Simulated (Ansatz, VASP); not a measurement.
**Os: VASP beside Ansatz**

```
CELL_PARAMETERS angstrom
2.73410 0.00000 0.00000
-1.36705 2.36780 0.00000
0.00000 0.00000 4.31970
ATOMIC_POSITIONS crystal
Os 0.66667 0.33333 0.75000
Os 0.33333 0.66667 0.25000
```

Alike in both runs: task band structure; functional PBE; k mesh 11 × 11 × 6; occupations fermi-dirac, width 0.05 eV; no spin polarisation.

```csv
,VASP,Ansatz
version,VASP 6.6.1,Ansatz 0.2.0
potentials or method,"VASP PAW PBE potentials, release 64 (Os_sv_GW)",Ansatz PAW
plane-wave cutoff (eV),550,420
valence electrons in the cell,32,32
```

|  | VASP | Ansatz | Ansatz less VASP |
| --- | --- | --- | --- |
| gap on the k mesh at the Fermi level (eV) | none | none | - |
| pressure (GPa) | 7.2 | 8.8 | +1.61 |
| largest component of the traceless stress (GPa) | 0.31 | 0.29 | -0.025 |

A gap of «none» marks a metal or a gap that the smearing closes.

Caveats: spin-orbit coupling is left out, which moves the levels of the heavy elements.
